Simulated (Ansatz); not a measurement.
## BN: computed properties

Method: DFT PBE+D3(BJ), scalar-relativistic, plane waves, PAW (Ansatz).

Cutoff 420 eV; k points 12×12×4 on the computed 4-atom cell (Γ-centred); Gaussian smearing, width 0.02 eV; no spin polarisation.

The structure is relaxed at this level of theory with its symmetry kept.

```
B N
1.0
     2.50643    0.00000    0.00000
    -1.25321    2.17063    0.00000
     0.00000    0.00000    6.61412
B N
2 2
Direct
  0.33333 0.66667 0.25000
  0.66667 0.33333 0.75000
  0.33333 0.66667 0.75000
  0.66667 0.33333 0.25000
```

Kohn–Sham band gap?

4.23 eV.

Löwdin character of the top 1 eV of the valence band?

N 2p 90 %, B 2p 9 %.

Löwdin character of the lowest 1 eV of the conduction band?

B 2p 88 %, N 2p 8 %.

Bader charges (e)?

B (2 in the cell) 2.22, N (2 in the cell) -2.22.